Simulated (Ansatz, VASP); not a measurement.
**Two plane-wave programs on Ca**

The input INCAR:

```
AGGAC = 1.0
AGGAX = 1.0
ALDAC = 0.0
ALDAX = 1.0
ALGO = Fast
EDIFF = 1E-7
ENCUT = 520
GGA = B5
ISIF = 2
ISMEAR = -1
LASPH = True
LCHARG = True
LELF = True
LREAL = False
LVHAR = True
LWAVE = False
NBANDS = 11
NELM = 100
PREC = Accurate
SIGMA = 0.1
```

KPOINTS

```
k-points
0
Gamma
  10 10 10
```

POSCAR

```
Ca
1.0
    3.7087891832      0.0000000000      0.0000000000
    0.0000000000      3.7087891832      0.0000000000
    0.0000000000      0.0000000000      3.7087891832
Ca
1
Direct
    0.0000000000      0.0000000000      0.0000000000
```

Input for Ansatz:

```yaml
crystal:
  lattice:
    - [3.7087891832, 0.0, 0.0]
    - [0.0, 3.7087891832, 0.0]
    - [0.0, 0.0, 3.7087891832]
  atoms:
    - { symbol: Ca, position: [0.0, 0.0, 0.0] }
hamiltonian:
  xc: blyp
  pseudopotentials:
    kind: paw
    azcp:
      Ca: "pseudopotentials/Ca.paw.azcp"
basis:
  ecutwfc: 420
  fft_grid_basis: typed
kpoints:
  mp_grid: { grid: [10, 10, 10], shift: [0, 0, 0] }
magnetization:
  spin_polarized: false
scf:
  occupations: { method: fermi_dirac, width: 0.1 }
  lower_state_search: "off"
output:
  stress: true
```

Alike in both runs: task single point; functional BLYP; k mesh 10 × 10 × 10; occupations fermi-dirac, width 0.1 eV; no spin polarisation.

|  | VASP | Ansatz |
| --- | --- | --- |
| version | VASP 6.6.1 | Ansatz 0.2.0 |
| potentials or method | VASP PAW PBE potentials, release 64 (Ca_sv) | plane waves (420 eV) with PAW, scalar-relativistic |
| plane-wave cutoff (eV) | 520 | 420 |
| valence electrons in the cell | 10 | 10 |

|  | VASP | Ansatz | Ansatz less VASP |
| --- | --- | --- | --- |
| pressure (GPa) | -0.8 | -0.8 | +0.01 |

Caveats: the PAW data sets were made with another functional, which shifts forces and pressure a little (VASP).
